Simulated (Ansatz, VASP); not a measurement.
# Cross-check of ZnO (zincite) between VASP and Ansatz, part 2 of 2

One calculation is typed for both programs; each brings its own data sets and cutoff. How far apart do they land? The cell is a member of a volume series, scaled by 1.015 from a relaxed one, so a pressure remains. Other levels of theory on this material are compared in a session of their own.

VASP 6.6.1 and Ansatz 0.2.0.

So far. Step 3 (Ansatz: single point, PBEsol, volume scaled by 1.015): The run ends at a pressure of -2.93 GPa, with forces up to 7.3e-4 eV/Å.

### Step 5. VASP: single point, PBE, volume scaled by 1.015

Level of this step: PBE; plane waves and PAW (Zn, O) (VASP).

With cell and atoms fixed, the geometry can't cause a difference; cores, projectors, grids and the points listed under the comparison can. The cell compared in this pair holds 50.39 Å³, against 48.12 Å³ for the pair before.

The input asks for a relaxation, which ended at its first step since no free force or stress exceeded the threshold; so it serves as a single point.

The input, INCAR:

```
SYSTEM = ZnO
PREC = Accurate
ENCUT = 520
EDIFF = 1E-06
NELM = 100
ISMEAR = 0
SIGMA = 0.03
LREAL = .FALSE.
ALGO = Normal
GGA = PE
NBANDS = 24
LORBIT = 11
LWAVE = .FALSE.
LCHARG = .FALSE.
KPAR = 8
IBRION = 2
NSW = 30
ISIF = 4
EDIFFG = -0.01
```

The input, POSCAR:

```
ZnO
1.0
    3.3030644747      0.0000000000      0.0000000000
   -1.6515322374      2.8605377455      0.0000000000
    0.0000000000      0.0000000000      5.3331619927
Zn O
2 2
Direct
    0.6666666667      0.3333333333      0.0000545147
    0.3333333333      0.6666666667      0.5000545147
    0.3333333333      0.6666666667      0.8789554853
    0.6666666667      0.3333333333      0.3789554853
```

The input, KPOINTS:

```
Automatic mesh
0
Gamma
9 9 4
0 0 0
```

The projector-augmented-wave data sets are Zn and O (PBE family, release 64).

Launch:

```
mpirun -np 8 vasp_std
```

Numbers of over 12 decimals in the logs are rounded to 6 here.

The log of the run:

```text
[banner, memory and clock lines left out]
running    8 mpi-ranks, on    1 nodes
[...]
[... a notice as in an earlier step ...]

 LDA part: xc-table for (Slater+PW92), standard interpolation
 POSCAR, INCAR and KPOINTS ok, starting setup
[...]
entering main loop
       N       E                     dE             d eps       ncg     rms          rms(c)
DAV:   1     0.283691619549E+03    0.28369E+03   -0.18743E+04  1736   0.214E+03
DAV:   2     0.840822521663E+01   -0.27528E+03   -0.26157E+03  1872   0.421E+02
DAV:   3    -0.206289358654E+02   -0.29037E+02   -0.28799E+02  2048   0.142E+02
DAV:   4    -0.211054568755E+02   -0.47652E+00   -0.47632E+00  1968   0.193E+01
[...]
DAV:  13    -0.178546484686E+02   -0.15959E-04   -0.47406E-05  2040   0.970E-02    0.208E-02
DAV:  14    -0.178546427412E+02    0.57274E-05   -0.18485E-05  2056   0.390E-02    0.332E-03
DAV:  15    -0.178546425015E+02    0.23978E-06   -0.19643E-06  1464   0.126E-02
   1 F= -.17854643E+02 E0= -.17854643E+02  d E =-.178546E+02
[...]
reached required accuracy - stopping structural energy minimisation
```

Parts of OUTCAR (step 5):

```text
  Total       -0.5678247     -0.5678247     -0.5642052      0.0000000      0.0000000      0.0000000
  in kB      -18.0540794    -18.0540794    -17.9389955      0.0000000      0.0000000      0.0000000
  external PRESSURE =     -18.0157181 kB  Pullay stress =       0.0000000 kB

 POSITION                                       TOTAL-FORCE (eV/Angst)
 -----------------------------------------------------------------------------------
      1.65153      0.95351      0.00029        -0.000000      0.000000     -0.003055
     -0.00000      1.90703      2.66687         0.000000     -0.000000     -0.003055
     -0.00000      1.90703      4.68761        -0.000000     -0.000000      0.003055
      1.65153      0.95351      2.02103        -0.000000      0.000000      0.003055
 -----------------------------------------------------------------------------------
    total drift:                                0.000000      0.000000     -0.000916

  FREE ENERGIE OF THE ION-ELECTRON SYSTEM (eV)
  ---------------------------------------------------
  free  energy   TOTEN  =       -17.8546425015 eV

  energy  without entropy=      -17.8546425015  energy(sigma->0) =      -17.85464250

[... 2 parts as in an earlier step ...]

[... 2 further parts left out ...]
[key lines of the parts left out:]
E-fermi :   0.8751
```

### Step 6. Ansatz: single point, PBE, volume scaled by 1.015

The same cell, functional, mesh and smearing now go to Ansatz, which takes its cutoff from its data sets.

The cell is a member of a volume series, scaled by 1.015 from a relaxed one, so a pressure remains.

The input, input.yaml:

```yaml
crystal:
  lattice:
    - [3.30306447, 0.0, 0.0]
    - [-1.65153224, 2.86053775, 0.0]
    - [0.0, 0.0, 5.33316199]
  atoms:
    - { symbol: Zn, position: [0.66666667, 0.33333333, 5.451e-05] }
    - { symbol: Zn, position: [0.33333333, 0.66666667, 0.50005451] }
    - { symbol: O, position: [0.33333333, 0.66666667, 0.87895549] }
    - { symbol: O, position: [0.66666667, 0.33333333, 0.37895549] }
hamiltonian:
  xc: pbe
  pseudopotentials: { kind: paw }
kpoints:
  mp_grid: { grid: [9, 9, 4] }
scf:
  occupations: { method: gaussian, width: 0.03 }
  n_extra_bands: 5
output:
  forces: true
  stress: true
  eigenvalues: true
```

Launch:

```
ansatz run input.yaml --threads 2 --pin off --max-ram 4608MiB --backend cpu --events-out ev --progress --plain --runs-dir out
```

The log of the run:

```text
[...]
Crystal: 4 atoms, lattice volume = 50.391 Å³
Basis set: ecut = 420 eV, 989 PW (Γ), exchange–correlation on 48×48×72 points (8 copies of the dense FFT grid, shifted against one another)
Bands: 23, of which v1, the nominal top of the filled ones, is band 18 counted from 1 (17 counted from 0)
Symmetry: 12 space group operations
[...]
k-points: 36 of 324 (time reversal used)
[...]
k-point 0: bands = [... 14 lower, 5.6707, 6.3253, 6.3974, 6.3974, 7.1084, 11.4302, 14.3999, 19.0421, ... 1 higher]
  k-point 1: bands = [... 14 lower, 5.7791, 5.7791, 6.2930, 6.2930, 8.2361, 10.9318, 14.8674, 18.3851, ... 1 higher]
  k-point 2: bands = [... 14 lower, 6.0380, 6.0380, 6.0380, 6.0380, 9.7176, 9.7176, 16.2341, 16.2341, ... 1 higher]
  k-point 35: bands = [... 14 lower, 3.8866, 3.8866, 5.2535, 5.2535, 14.0757, 14.0757, 14.3217, 14.3217, ... 1 higher]
[key lines of the parts left out:]
SCF converged after 6 iterations
Free energy (F): -7773.683454 eV
Fermi energy:    6.753333 eV
P = ⅓ Tr σ = -2.6748 GPa (-26.748 kbar)
```

Elapsed: 3.7 s, on 2 threads of Arm Neoverse N1, shared host; peak memory 0.34 GiB; 6.9 s of CPU time.

The run ends at a pressure of -2.67 GPa, with forces up to 0.0042 eV/Å.

### Step 7. Comparison

Both answers:

| quantity | Ansatz | VASP | difference |
| --- | --- | --- | --- |
| pressure (GPa) | -2.67 | -1.80 | -0.87 |
| pressure without Ansatz's Pulay correction (GPa) | -3.36 | -1.80 | -1.56 |
| gap on the k mesh (eV) | 0.711 | 0.693 | +0.018 |

A gap on the mesh is an upper bound, since the band edges may lie between its points. Ansatz's pressure holds a Pulay correction of 0.69 GPa; VASP's holds none.

### Step 8. Summary of results

```yaml
difference_in_gap_on_the_k_mesh_single_point_pbesol_volume_scaled_by_1p015: 0.017 eV
difference_in_pressure_single_point_pbesol_volume_scaled_by_1p015: -0.95 GPa
difference_in_gap_on_the_k_mesh_single_point_pbe_volume_scaled_by_1p015: 0.018 eV
difference_in_pressure_single_point_pbe_volume_scaled_by_1p015: -0.87 GPa
```

In words: The difference in pressure is -0.95 GPa (single point, PBEsol, volume scaled by 1.015), at about the 1 GPa picked in this series as the mark of a large difference. 14 further runs of this series are not shown here. How closely two codes agree says nothing of how well the functional describes the real material.

[Lines on the potential files, build, host, timing and source positions are cut from VASP's logs without a mark.]

[Logs are printed without paths, hosts, clocks, repeated set-up lines and the standing remarks that a program may print on its own settings, such as how far it seeks lower states.]

[Hosts, paths, dates, database ids (printed as entryN), source tags and the programs' standing remarks are cut or masked in the printed files.]
